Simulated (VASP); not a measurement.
FeO: equation of state with PBE

FeO:

```
CELL_PARAMETERS angstrom
1.51768 0.87623 2.51579
-1.51768 0.87623 2.51579
0.00000 -1.75247 2.51579
ATOMIC_POSITIONS crystal
Fe 0.00000 0.00000 0.00000
O 0.50000 0.50000 0.50000
```

```yaml
Program: VASP 6.6.1
Task: equation of state
Functional: PBE
Potentials_or_basis: VASP PAW PBE potentials, release 64 (Fe, O)
Cutoff: 520 eV
k_mesh: 11 × 11 × 11
Occupations: fermi-dirac, width 0.05 eV
Spin: collinear spin, ferromagnetic start
Starting_moments: "[3.0, 0.0] μB"
```

```json
{
 "Equilibrium volume": "10.02 Å³/atom",
 "Bulk modulus at fixed shape and positions": "186 GPa",
 "Pressure derivative of the bulk modulus": "4.6"
}
```

Energy against volume, from the lowest point:
```tsv
volume (Å³/atom)	energy (meV/atom)
9.435	21.99
9.635	9.08
9.836	1.94
10.037	0.00
10.238	2.68
10.438	9.51
10.639	20.05
```

All runs of the series together: 5.8 min on 1 thread of Intel(R) Xeon(R) Platinum 8559C (Emerald Rapids), on a shared host.

Caveat: the cell was scaled at fixed shape and fractional positions, which overstates the stiffness of a crystal with free parameters, most of all of layers and chains.
